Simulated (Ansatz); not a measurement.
BaO (started from an entry of an open crystallographic database) was relaxed with 5 functionals in Ansatz, cell and atoms free, the symmetry of the start kept (meshes: PBE 8×8×8, r2SCAN 8×8×8, PBEsol 8×8×8, LDA 8×8×8, HSE06 6×6×6). Calculated for a static, non-magnetic cell.

The HSE06 result:
```xyz
2
Lattice="0.0000 2.7660 2.7660 2.7660 0.0000 2.7660 2.7660 2.7660 0.0000" Properties=species:S:1:pos:R:3 pbc="T T T"
Ba    0.0000    0.0000    0.0000
O     2.7660    2.7660    2.7660
```

It is cubic, Fm-3m (No. 225); conventional cell a = 5.532 Å, 21.16 Å³ an atom. Ba has 6 O at 2.77 Å; O has 6 Ba at 2.77 Å.

Q: What lattice does r2SCAN give?

A: a = 5.544 Å; the volume differs by +0.6 % from HSE06's. Around Ba lie 6 O at 2.77 Å; around O lie 6 Ba at 2.77 Å.

Q: How does the cell change with PBEsol?

A: a = 5.490 Å; the volume differs by -2.3 % from HSE06's. Ba has 6 O at 2.75 Å; O has 6 Ba at 2.75 Å.

Q: Held at the r2SCAN cell, what mean stress do LDA and PBE find, and does its sign point to their own minimum?

A: Yes. LDA -4.50 GPa, and its relaxed volume is -5.8 % from r2SCAN's; PBE +1.15 GPa, and its relaxed volume is +1.6 % from r2SCAN's. Compression counts positive, so a positive stress asks for a larger cell.
